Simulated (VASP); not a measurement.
# Tl (P6_3/mmc) in VASP: further runs

The runs below take Tl through single point, with PBE, PBEsol.

Program: VASP 6.6.1. These are calculated values, not measurements. Logs are shortened: lines on timing, memory, paths and dates and some standing lists are left out, and cuts for length are marked.

### 1 The crystal as given

Symmetry: P6_3/mmc, No. 194, hexagonal system. The conventional cell has a = 3.456 Å, b = 3.456 Å, c = 5.525 Å, α = 90.00°, β = 90.00°, γ = 120.00°. Tl (site symmetry -6m2) has 12 Tl at 3.41 to 3.46 Å as nearest neighbours.

### 2 Single point, PBE (volume scaled by 1.06)

Contents of INCAR:

```
SYSTEM = Tl
PREC = Accurate ; ENCUT = 520
EDIFF = 1E-6 ; ISMEAR = -1
SIGMA = 0.05 ; LREAL = .False.
LASPH = .True. ; NELM = 60
ALGO = Normal ; ISIF = 2
LWAVE = .False. ; LCHARG = .False.
GGA = PE ; NBANDS = 20
```

Contents of KPOINTS:

```
Automatic mesh
0
Gamma
  9 9 5
  0 0 0
```

Contents of POSCAR:

```
Tl
1.0
    3.5237819143      0.0000000000      0.0000000000
   -1.7618909571      3.0516846552      0.0000000000
    0.0000000000      0.0000000000      5.6333608439
Tl
2
Direct
    0.6666666667      0.3333333333      0.7500000000
    0.3333333333      0.6666666667      0.2500000000
```

Potentials or basis: VASP PAW PBE potentials, release 64 (Tl_d).

Started as:

```sh
cat potpaw_PBE.64/Tl_d/POTCAR > POTCAR
mpirun -np 1 vasp_std > vasp.out
```

OUTCAR:

```text
SYSTEM = Tl
   PREC = Accurate
   ENCUT = 520
   EDIFF = 1E-6
   ISMEAR = -1
   LREAL = .False.
   LASPH = .True.
   NELM = 60
   ISIF = 2
   GGA = PE

 ion  position               nearest neighbor table
   1  0.667  0.333  0.750-   2 3.47   2 3.47   2 3.47   2 3.47   2 3.47   2 3.47
   2  0.333  0.667  0.250-   1 3.47   1 3.47   1 3.47   1 3.47   1 3.47   1 3.47

  LATTYP: Found a hexagonal cell.
 ALAT       =     3.5237819143
 C/A-ratio  =     1.5986689815

  Lattice vectors:

 A1 = (   3.5237819143,   0.0000000000,   0.0000000000)
 A2 = (  -1.7618909571,   3.0516846552,   0.0000000000)
 A3 = (   0.0000000000,   0.0000000000,   5.6333608439)

Analysis of symmetry for initial positions (statically):
=====================================================================
 Subroutine PRICEL returns:
 Original cell was already a primitive cell.

 Routine SETGRP: Setting up the symmetry group for a
 hexagonal supercell.

 Subroutine GETGRP returns: Found 24 space group operations
 (whereof 12 operations were pure point group operations)
 out of a pool of 24 trial point group operations.

The static configuration has the point symmetry D_3d.
 The point group associated with its full space group is D_6h.

Analysis of symmetry for dynamics (positions and initial velocities):
=====================================================================
 Subroutine PRICEL returns:
 Original cell was already a primitive cell.

 Routine SETGRP: Setting up the symmetry group for a
 hexagonal supercell.

 Subroutine GETGRP returns: Found 24 space group operations
 (whereof 12 operations were pure point group operations)
 out of a pool of 24 trial point group operations.

The dynamic configuration has the point symmetry D_3d.
 The point group associated with its full space group is D_6h.

 Subroutine INISYM returns: Found 24 space group operations
 (whereof 12 operations are pure point group operations),
 and found     1 'primitive' translations

----------------------------------------------------------------------------------------

                                     Primitive cell

  volume of cell :      60.5782

  direct lattice vectors                    reciprocal lattice vectors
     3.523781914  0.000000000  0.000000000     0.283786007  0.163843928  0.000000000
    -1.761890957  3.051684655  0.000000000     0.000000000  0.327687855  0.000000000
     0.000000000  0.000000000  5.633360844     0.000000000  0.000000000  0.177513926

  length of vectors
     3.523781914  3.523781914  5.633360844     0.327687855  0.327687855  0.177513926

  position of ions in fractional coordinates (direct lattice)
     0.666666667  0.333333333  0.750000000
     0.333333333  0.666666667  0.250000000

  ion indices of the primitive-cell ions
   primitive index   ion index
                 1           1
                 2           2

----------------------------------------------------------------------------------------

 KPOINTS: Automatic mesh

Automatic generation of k-mesh.
 Grid dimensions read from file:
 generate k-points for:    9    9    5

 Generating k-lattice:

  Cartesian coordinates                     Fractional coordinates (reciprocal lattice)
     0.031531779  0.018204881  0.000000000     0.111111111  0.000000000  0.000000000
     0.000000000  0.036409762  0.000000000     0.000000000  0.111111111  0.000000000
     0.000000000  0.000000000  0.035502785     0.000000000  0.000000000  0.200000000

  Length of vectors
     0.036409762  0.036409762  0.035502785

  Shift w.r.t. Gamma in fractional coordinates (k-lattice)
     0.000000000  0.000000000  0.000000000

 Subroutine IBZKPT returns following result:
 ===========================================

 Found     36 irreducible k-points:

 Following reciprocal coordinates:
            Coordinates               Weight
  0.000000  0.000000  0.000000      1.000000
  0.111111  0.000000  0.000000      6.000000
  0.222222  0.000000  0.000000      6.000000
  0.333333  0.000000  0.000000      6.000000
  0.444444  0.000000  0.000000      6.000000
  0.111111  0.111111  0.000000      6.000000
[... 16 lines left out ...]
  0.333333  0.222222  0.200000     24.000000
  0.333333  0.333333  0.200000      4.000000
 [... further k-points ...]
   k-points           NKPTS =     36   k-points in BZ     NKDIM =     36   number of bands    NBANDS=     20
   number of dos      NEDOS =    301   number of ions     NIONS =      2
   total plane-waves  NPLWV =  32928
   dimension x,y,z NGX =    28 NGY =   28 NGZ =   42
   dimension x,y,z NGXF=    56 NGYF=   56 NGZF=   84
   ions per type =               2
   NGX,Y,Z   is equivalent  to a cutoff of  13.21, 13.21, 12.39 a.u.
   NGXF,Y,Z  is equivalent  to a cutoff of  26.42, 26.42, 24.79 a.u.
 SYSTEM =  Tl
   PREC   = accura    normal or accurate (medium, high low for compatibility)
   ISTART =      0    job   : 0-new  1-cont  2-samecut
   ICHARG =      2    charge: 1-file 2-atom 10-const
   ISPIN  =      1    spin polarized calculation?
   LNONCOLLINEAR =      F non collinear calculations
   LSORBIT =      F    spin-orbit coupling
   LASPH  =      T    aspherical Exc in radial PAW
   ENCUT  =  520.0 eV  38.22 Ry    6.18 a.u.   6.55  6.55 10.47*2*pi/ulx,y,z
   NELM   =     60;   NELMIN=  2; NELMDL= -5     # of ELM steps
   EDIFF  = 0.1E-05   stopping-criterion for ELM
   LREAL  =      F    real-space projection
   EDIFFG = 0.1E-04   stopping-criterion for IOM
   NSW    =      0    number of steps for IOM
   IBRION =     -1    ionic relax: 0-MD 1-quasi-New 2-CG
   NFREE  =      0    steps in history (QN), initial steepest desc. (CG)
   ISIF   =      2    stress and relaxation
   ISYM   =      2    0-nonsym 1-usesym 2-fastsym
   POTIM  = 0.5000    time-step for ionic-motion
   TEBEG  =    0.0;   TEEND  =   0.0 temperature during run
   PSTRESS=    0.0 pullay stress
   NELECT =      26.0000    total number of electrons
   NUPDOWN=      -1.0000    fix difference up-down
   EMIN   =  10.00;   EMAX   =-10.00  energy-range for DOS
   EFERMI =   0.00;   METHOD = LEGACY
   ISMEAR =    -1;   SIGMA  =   0.05  broadening in eV -4-tet -1-fermi 0-gaus
   EFERMI_NEDOS =   21; number of points for ismear=-14 and -15
   IALGO  =     38    algorithm
   IMIX   =      4    mixing-type and parameters
     AMIX     =   0.40;   BMIX     =  1.00
     AMIX_MAG =   1.60;   BMIX_MAG =  1.00
  volume/ion in A,a.u.               =      30.29       204.40
  Fermi-wavevector in a.u.,A,eV,Ry     =   1.234887  2.333598 20.748147  1.524946
  Thomas-Fermi vector in A             =   2.369559
   LORBIT       =      0    0 simple, 1 ext, 2 COOP (PROOUT), +10 PAW based schemes
   GGA     = PE    functional components
   LHFCALC =     F    Hartree Fock is set to
   AEXX    =    0.0000 exact exchange contribution
   IVDW    =     0    specifies the selected vdW correction
   LEPSILON=     F    determine dielectric tensor
   LRPA    =     F    only Hartree local field effects (RPA)
 non-spin polarized calculation
  energy-cutoff  :      520.00
  volume of cell :       60.58
 maximum number of plane-waves:      1665
 NGX is ok and might be reduce to    28
   NGX = 13   NGY = 13   NGZ = 21

 number of electron      26.0000002 magnetization

 Free energy of the ion-electron system (eV)
  ---------------------------------------------------
  ext. energy  EPLUGINS =         0.00000000
  ---------------------------------------------------
  free energy    TOTEN  =        -4.43183462 eV

  energy without entropy =       -4.41742059  energy(sigma->0) =       -4.42462760

 E-fermi :   5.9591     XC(G=0):  -9.9050

 val. band max:        5.9332233054   @ k =   0.2222   0.2222   0.4000
 cond. band min:       5.9876709544   @ k =   0.2222   0.1111   0.2000
 fundamental gap:      0.0544476490
 Fermi energy:         5.9590703738

 k-point     1 :       0.0000    0.0000    0.0000
  band No.  band energies     occupation
      1      -5.7007      2.00000
      2      -5.5207      2.00000
      3      -5.5072      2.00000
      4      -5.5072      2.00000
      5      -5.4622      2.00000
      6      -5.4622      2.00000
[... 12 lines left out ...]
     19      16.3870      0.00000
     20      16.4633      0.00000

 k-point     2 :       0.1111    0.0000    0.0000
  band No.  band energies     occupation
      1      -5.6725      2.00000
      2      -5.5546      2.00000
      3      -5.4707      2.00000
      4      -5.4623      2.00000
      5      -5.4509      2.00000
      6      -5.4306      2.00000
[... 12 lines left out ...]
     19      16.3431      0.00000
     20      17.4879      0.00000

 k-point     3 :       0.2222    0.0000    0.0000
  band No.  band energies     occupation
      1      -5.6941      2.00000
      2      -5.5408      2.00000
      3      -5.5054      2.00000
      4      -5.4708      2.00000
      5      -5.4672      2.00000
      6      -5.3539      2.00000
[... 12 lines left out ...]
     19      15.3835      0.00000
     20      17.0032      0.00000

 k-point     4 :       0.3333    0.0000    0.0000
  band No.  band energies     occupation
      1      -5.7653      2.00000
      2      -5.6045      2.00000
      3      -5.5746      2.00000
      4      -5.5177      2.00000
      5      -5.3954      2.00000
      6      -5.3100      2.00000
[... 12 lines left out ...]
     19      14.4690      0.00000
     20      16.1220      0.00000

 k-point     5 :       0.4444    0.0000    0.0000
  band No.  band energies     occupation
      1      -5.8130      2.00000
      2      -5.6733      2.00000
      3      -5.6090      2.00000
      4      -5.5462      2.00000
      5      -5.3472      2.00000
      6      -5.3468      2.00000
[... 12 lines left out ...]
     19      13.9216      0.00000
     20      15.6682      0.00000
[... 353 lines left out ...]
      6      -5.2759      2.00000
[... 12 lines left out ...]
     19      15.3593      0.00000
     20      15.5133      0.00000

 k-point    22 :       0.2222    0.2222    0.2000
  band No.  band energies     occupation
      1      -5.6608      2.00000
      2      -5.6026      2.00000
      3      -5.5565      2.00000
      4      -5.5513      2.00000
      5      -5.3970      2.00000
      6      -5.3405      2.00000
[... 12 lines left out ...]
     19      14.9144      0.00000
     20      17.8797      0.00000

 k-point    23 :       0.3333    0.2222    0.2000
  band No.  band energies     occupation
      1      -5.6875      2.00000
      2      -5.6243      2.00000
      3      -5.5673      2.00000
      4      -5.4897      2.00000
      5      -5.4288      2.00000
      6      -5.3038      2.00000
[... 12 lines left out ...]
     19      14.1808      0.00000
     20      18.3370      0.00000

 k-point    24 :       0.3333    0.3333    0.2000
  band No.  band energies     occupation
      1      -5.6814      2.00000
      2      -5.5788      2.00000
      3      -5.5788      2.00000
      4      -5.3926      2.00000
      5      -5.3926      2.00000
      6      -5.3926      2.00000
[... 12 lines left out ...]
     19      13.3951      0.00000
     20      20.4723      0.00000

 [... further k-points ...]
[... 5 lines left out ...]
  --------------------------------------------------------------------------------------
  -------------------------------------------------------------------------------------
  Total        0.3190449      0.3190449      0.6655423      0.0000000     -0.0000000      0.0000000
  in kB        8.4381285      8.4381285     17.6023237      0.0000000     -0.0000000      0.0000000
  external PRESSURE =      11.4928602 kB  Pullay stress =       0.0000000 kB

 VOLUME and BASIS-vectors are now :
 -----------------------------------------------------------------------------
  energy-cutoff  :      520.00
  volume of cell :       60.58
      direct lattice vectors                 reciprocal lattice vectors
     3.523781914  0.000000000  0.000000000     0.283786007  0.163843928  0.000000000
    -1.761890957  3.051684655  0.000000000     0.000000000  0.327687855  0.000000000
     0.000000000  0.000000000  5.633360844     0.000000000  0.000000000  0.177513926

 POSITION                                       TOTAL-FORCE (eV/Angst)
 -----------------------------------------------------------------------------------
      1.76189      1.01723      4.22502        -0.000000      0.000000      0.000000
     -0.00000      2.03446      1.40834         0.000000     -0.000000      0.000000
 -----------------------------------------------------------------------------------
    total drift:                                0.000000     -0.000000      0.000000

  FREE ENERGIE OF THE ION-ELECTRON SYSTEM (eV)
  ---------------------------------------------------
  free  energy   TOTEN  =        -4.4318346225 eV

  energy  without entropy=       -4.4174205865  energy(sigma->0) =       -4.42462760
```

Run time: 30 s. Hardware: 1 thread of Intel Xeon Platinum 8375C at 2.90GHz (Ice Lake), shared host; peak memory 0.19 GiB.

Results:

| Property | Result |
| --- | --- |
| Free energy | -4.4318 eV |
| Pressure | 1.1 GPa |
| Band gap on the k mesh | none (metal or under the smearing width) |

Stress tensor (GPa, compression positive):
```
0.84 0.00 0.00
0.00 0.84 0.00
0.00 0.00 1.76
```

[end of part 1 of 2]
